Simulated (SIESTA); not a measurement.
The system is Pd.

```
Pd
1.0
     0.00000    1.94650    1.94650
     1.94650    0.00000    1.94650
     1.94650    1.94650    0.00000
Pd
1
Direct
  0.00000 0.00000 0.00000
```

- Program: SIESTA 5.4.2
- Task: single point
- Functional: PBE
- Potentials or basis: PseudoDojo 0.4 standard (PBE files)
- Basis: DZP (energy shift 0.003 Ry; two zetas on semicore shells)
- Grid cutoff: 800 Ry
- Energy shift: 0.003 Ry
- k mesh: 12 × 12 × 12
- Occupations: fermi-dirac, width 0.05 eV
- Spin: no spin polarisation

On this cell: pressure 7.4 GPa; band gap on the k mesh none (metal or under the smearing width).

The same run follows on a disturbed copy (cell strained at random at fixed volume):

```
Pd
1.0
    -0.01113    1.95522    1.94186
     1.97107    0.00634    1.92440
     1.96444    1.93112    0.01297
Pd
1
Direct
  0.02384 0.98301 0.99703
```

Question: What changes?

Answer: The energy (extrapolated to zero smearing) moves by +2.0 meV/atom; pressure 7.6 GPa; band gap on the k mesh none (metal or under the smearing width).

Stress tensor (GPa, compression positive):
```
 6.85  0.70  0.22
 0.70  7.87 -1.61
 0.22 -1.61  8.02
```

Caveats: the basis of atomic orbitals isn't converged, which shifts pressures, moduli and gaps.
